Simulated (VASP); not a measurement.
# AlNi: energy at fixed spin moment, by functional and volume against the source cell

AlNi, Cmmm (no. 65), 2 atoms in the cell.

| Functional | Volume against the source cell | Cell | Moment at the minimum, by a parabola in the squared moment through the lowest point and its neighbours (muB per cell) | Energy there by the same parabola, against the smallest moment (meV/atom) | Moment left free (muB per cell) | Time (s) |
|---|---|---|---|---|---|---|
| LDA | 0.97 | volume scaled by 0.97 | 0.00 | 0.0 | 0.00 | 462 |
| PBE | 1 | as given | 0.00 | 0.0 | 0.00 | 393 |
| LDA | 1 | as given | 0.00 | 0.0 | 0.00 | 524 |
| PBE | 1.03 | volume scaled by 1.03 | 0.00 | 0.0 | 0.00 | 463 |

## Input of the first row

INCAR.step1:
```
SYSTEM = AlNi
PREC     = Accurate       ! precision mode
ENCUT    = 450            ! plane-wave cutoff, eV
EDIFF    = 1E-7           ! SCF threshold, eV
NELM     = 200            ! most SCF steps
ALGO     = Normal         ! electronic algorithm
ISMEAR   = 1              ! smearing method
SIGMA    = 0.1            ! smearing width, eV
LREAL    = .FALSE.        ! projectors in reciprocal space
LASPH    = .TRUE.         ! aspherical terms in the spheres
LMAXMIX  = 4              ! l up to which the mixer works
LORBIT   = 11             ! projections on sites
LWAVE    = .FALSE.        ! write WAVECAR
LCHARG   = .FALSE.        ! write CHGCAR
GGA      = CA             ! functional
VOSKOWN  = 1            
ISPIN    = 2              ! spin polarisation
ISIF     = 2              ! what is computed and relaxed
NUPDOWN  = 0.0            ! fixed moment
MAGMOM   = 0 0            ! initial moments
```

INCAR.step2, as INCAR.step1 but for:
```
- NUPDOWN = 0.0
- MAGMOM = 0 0
+ NUPDOWN = 0.16
+ MAGMOM = 0.1625 0
```

INCAR.step3 to INCAR.step9 change the same tags again: MAGMOM = 0.325 0, 0.4875 0, 0.65 0, 0.8125 0, 0.975 0, 1.1375 0, 1.3 0; NUPDOWN = 0.32, 0.49, 0.65, 0.81, 0.98, 1.14, 1.3.

INCAR.step10, as INCAR.step9 but for:
```
- NUPDOWN = 1.3
```

KPOINTS:
```
k-points
0
Gamma
  15 15 13
```

POSCAR:
```
AlNi
1.0
    1.9191098934     -1.9334596076      0.0000000000
    1.9191098934      1.9334596076      0.0000000000
    0.0000000000      0.0000000000      3.0681205265
Ni Al
1 1
Direct
    0.5000000000      0.5000000000      0.5000000000
    0.0000000000      0.0000000000      0.0000000000
```

Commands (each step's output is kept before the next begins):
```
cat potpaw_LDA.64/Ni/POTCAR potpaw_LDA.64/Al/POTCAR > POTCAR
cp INCAR.step1 INCAR
mpirun -np 4 vasp_std > vasp.out
rm WAVECAR CHG
cp INCAR.step2 INCAR
mpirun -np 4 vasp_std > vasp.out
rm WAVECAR CHG
cp INCAR.step3 INCAR
mpirun -np 4 vasp_std > vasp.out
rm WAVECAR CHG
cp INCAR.step4 INCAR
mpirun -np 4 vasp_std > vasp.out
rm WAVECAR CHG
cp INCAR.step5 INCAR
mpirun -np 4 vasp_std > vasp.out
rm WAVECAR CHG
cp INCAR.step6 INCAR
mpirun -np 4 vasp_std > vasp.out
rm WAVECAR CHG
cp INCAR.step7 INCAR
mpirun -np 4 vasp_std > vasp.out
rm WAVECAR CHG
cp INCAR.step8 INCAR
mpirun -np 4 vasp_std > vasp.out
rm WAVECAR CHG
cp INCAR.step9 INCAR
mpirun -np 4 vasp_std > vasp.out
rm WAVECAR CHG
cp INCAR.step10 INCAR
mpirun -np 4 vasp_std > vasp.out
```

VASP 6.6.1 took 462 s on 4 cores (Intel Xeon Platinum 8488C (Sapphire Rapids)), a shared host.
